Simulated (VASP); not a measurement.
Runs of VASP 6.6.1 on PbS (Galena). Symmetry: Fm-3m, No. 225, cubic system. The conventional cell has a = 5.931 Å, b = 5.931 Å, c = 5.931 Å, α = 90.00°, β = 90.00°, γ = 90.00°. Around Pb (site symmetry m-3m) lie 6 S at 2.97 Å. Around S (site symmetry m-3m) lie 6 Pb at 2.97 Å. 

```tsv
task	level	potentials or basis	spin	cell	k mesh	cutoff (eV)	gap on the mesh (eV)	pressure (GPa)	relaxed volume (Å³/atom)
relaxation of cell and atoms	PBEsol	VASP PAW PBE potentials, release 64 (Pb_d, S)	off	relaxed	8 × 8 × 8	600	(c)	0.0	25.71
band structure	LDA	VASP PAW LDA potentials, release 64 (Pb_d, S)	off	as given	8 × 8 × 8	520	0.21	-2.6	-
band structure	PBEsol	VASP PAW PBE potentials, release 64 (Pb_d, S)	off	as given	8 × 8 × 8	520	(b)	-	-
relaxation of cell and atoms	LDA	VASP PAW LDA potentials, release 64 (Pb_d, S)	off	relaxed	8 × 8 × 8	600	0.04	0.0	(a)
band structure	LDA	VASP PAW LDA potentials, release 64 (Pb_d, S)	SOC, no magnetisation	as given	6 × 6 × 6	520	-	-3.1	-
```

Alike in all rows: smearing fermi-dirac 0.05 eV.

Q: Fill in the values left out.

A: (a) 24.99; (b) 0.25; (c) 0.20.

Caveats: spin-orbit coupling is left out, which as a rule narrows the gap of such compounds by several tenths of an eV (some runs); the PAW data sets were made with another functional, which shifts forces and pressure a little (some runs).

A k mesh can miss the band edges, and rows without SOC leave out spin-orbit coupling on Pb.

Runs at the PBE level aren't shown here.
